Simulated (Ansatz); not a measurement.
Si2Mo:

```
CELL_PARAMETERS angstrom
-1.60000 1.60000 3.93050
1.60000 -1.60000 3.93050
1.60000 1.60000 -3.93050
ATOMIC_POSITIONS crystal
Mo 0.00000 0.00000 0.00000
Si 0.66700 0.66700 0.00000
Si 0.33300 0.33300 0.00000
```

* Program: Ansatz 0.2.0
* Task: relaxation of cell and atoms
* Functional: revPBE
* Dispersion: D3(BJ)
* Potentials or basis: Ansatz PAW
* Cutoff: 420 eV (not typed: the program's choice for these potentials)
* k mesh: 12 × 12 × 12
* Occupations: fermi-dirac, width 0.05 eV
* Spin: no spin polarisation

At the start: volume 13.42 Å³/atom.

Question: How do energy, volume and symmetry change on relaxing?

Answer: It ends after 5 steps and the volume is 12.84 Å³/atom (-4.3 %); space group I4/mmm (No. 139, to 0.05 Å).

The path:
| step | energy change (eV) | largest force (eV/Å) | volume (Å³) |
| --- | --- | --- | --- |
| 1 | 0.0000 | 0.2706 | 40.25 |
| 2 | -0.0512 | 0.0865 | 38.03 |
| 3 | -0.0563 | 0.0069 | 38.56 |
| 4 | -0.0564 | 0.0013 | 38.53 |
| 5 | -0.0560 | 0.0012 | 38.53 |

Final structure:
```xyz
3
Lattice="-1.5766 1.5766 3.8748 1.5766 -1.5766 3.8748 1.5766 1.5766 -3.8748" Properties=species:S:1:pos:R:3 pbc="T T T"
Mo    0.0000    0.0000    0.0000
Si    0.0000    0.0000    5.1597
Si    0.0000    0.0000    2.5900
```

Caveat: the plane-wave basis is chosen anew once the cell has moved, so the energies of steps on either side of that aren't comparable; pairwise dispersion overbinds metals, which lowers pressure and volume; the PAW data sets come from PBE, with cores solved anew for the run's functional, which leaves a small shift of forces and pressure.
